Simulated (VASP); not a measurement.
Si (a cell with a defect): single point with PBEsol

The system is Si (a cell with a defect).

```xyz
17
Lattice="0.0000 5.4300 5.4300 5.4300 0.0000 5.4300 5.4300 5.4300 0.0000" Properties=species:S:1:pos:R:3 pbc="T T T"
Si    0.2285    0.2311   -0.2398
Si    1.4016    1.4063    1.4170
Si    2.8083    2.8170    0.1609
Si    4.2898    4.2925    1.1290
Si    2.6740   -0.0297    2.7445
Si    4.0011    1.4060    4.0174
Si    5.2567    2.8171    2.6108
Si    6.7398    4.0843    4.1090
Si   -0.0354    2.6770    2.7441
Si    1.4011    4.0016    4.0177
Si    2.8105    5.2553    2.6088
Si    4.0790    6.7437    4.1091
Si    2.6744    2.6770    5.4542
Si    3.9901    3.9943    6.8585
Si    5.3396    5.3437    5.5087
Si    6.7395    6.7434    6.7694
Si    7.1403    7.1395    9.1370
```

The cell was built by a generator and needn't be a form met in nature.

```
Program             : VASP 6.6.1
Task                : single point
Functional          : PBEsol
Potentials or basis : VASP PAW PBE potentials, release 64 (Si)
Cutoff              : 520 eV
k mesh              : 2 × 2 × 2
Occupations         : fermi-dirac, width 0.05 eV
Spin                : no spin polarisation
```

```json
{
 "Pressure": "2.7 GPa",
 "Largest force": "0.010 eV/Å",
 "Band gap on the k mesh": "none (metal or under the smearing width)"
}
```

Forces in eV/Å, atoms in the order of the input:
```
Si   0.001  0.002 -0.003
Si  -0.001 -0.002  0.001
Si   0.003 -0.001 -0.001
Si   0.003  0.002 -0.006
Si   0.000 -0.001  0.000
Si   0.000 -0.001  0.001
Si   0.002 -0.002 -0.003
Si  -0.001  0.002  0.000
Si  -0.001 -0.001 -0.001
Si   0.000  0.000  0.000
Si   0.000  0.004  0.000
Si   0.002 -0.002  0.001
Si   0.001  0.000  0.001
Si  -0.001  0.000  0.000
Si  -0.001 -0.001  0.003
Si  -0.002 -0.002 -0.003
Si  -0.004  0.003  0.009
```

Stress tensor (GPa, compression positive):
```
 2.67 -0.46  0.46
-0.46  2.65  0.46
 0.46  0.46  2.67
```

Levels at points of the mesh, in eV from the Fermi level:
```csv
k point,band 30,band 31,band 32,band 33,band 34,band 35,band 36,band 37,band 38,band 39
"(0.00, 0.00, 0.00)",-1.47,-1.04,-0.69,-0.69,-0.48,-0.08,-0.07,0.17,0.17,0.73
"(0.50, 0.00, 0.00)",-1.44,-1.35,-1.32,-0.93,-0.06,0.07,0.71,0.87,0.96,1.32
"(0.00, 0.50, 0.00)",-1.44,-1.35,-1.31,-0.93,-0.07,0.07,0.71,0.87,0.96,1.32
"(0.00, 0.00, 0.50)",-1.39,-1.38,-1.27,-1.27,-0.27,0.36,0.37,1.11,1.11,1.21
"(0.50, 0.50, 0.50)",-1.44,-1.35,-1.31,-0.93,-0.07,0.07,0.71,0.87,0.96,1.32
"(0.50, 0.50, 0.00)",-1.92,-1.87,-1.70,-0.81,0.01,0.42,1.24,1.39,1.47,1.90
"(0.00, 0.50, 0.50)",-1.92,-1.87,-1.70,-0.81,0.01,0.42,1.24,1.39,1.47,1.90
"(0.50, 0.00, 0.50)",-1.92,-1.88,-1.70,-0.81,0.01,0.42,1.24,1.39,1.47,1.90
```

Run time: 3.5 min on 1 thread of AMD EPYC 9R45 (Zen 5), with other jobs on the host, peak memory 0.43 GiB.

Caveat: the k mesh is coarse (spacing up to 0.50 Å⁻¹), so the values aren't converged; the PAW data sets were made with another functional, which shifts forces and pressure a little.
